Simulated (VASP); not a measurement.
# AlN: kinetic-energy density

AlN, F-43m (no. 216), 2 atoms in the cell. PBE; PAW potentials Al, N (PBE set).

## Input

INCAR:
```
SYSTEM = AlN
PREC = Accurate
ENCUT = 520
EDIFF = 1E-7
ISMEAR = 0
SIGMA = 0.02
LREAL = .False.
LASPH = .True.
ALGO = Normal
NELM = 100
ISIF = 2
LWAVE = .False.
LCHARG = .True.
LTAU = .True.
```

KPOINTS:
```
k-points
0
Gamma
  9 9 9
```

POSCAR:
```
AlN
1.0
    0.0000000000      2.1839935596      2.1839935596
    2.1839935596      0.0000000000      2.1839935596
    2.1839935596      2.1839935596      0.0000000000
Al N
1 1
Direct
    0.0000000000      0.0000000000      0.0000000000
    0.2500000000      0.2500000000      0.2500000000
```

Commands:
```
cat potpaw_PBE.64/Al/POTCAR potpaw_PBE.64/N/POTCAR > POTCAR
mpirun -np 1 vasp_std > vasp.out
```

## Result

- Kinetic energy of the pseudo orbitals (eV): 175.96

VASP 6.6.1 took 4.2 s on 1 core (Intel Xeon Platinum 8488C (Sapphire Rapids)), a shared host.
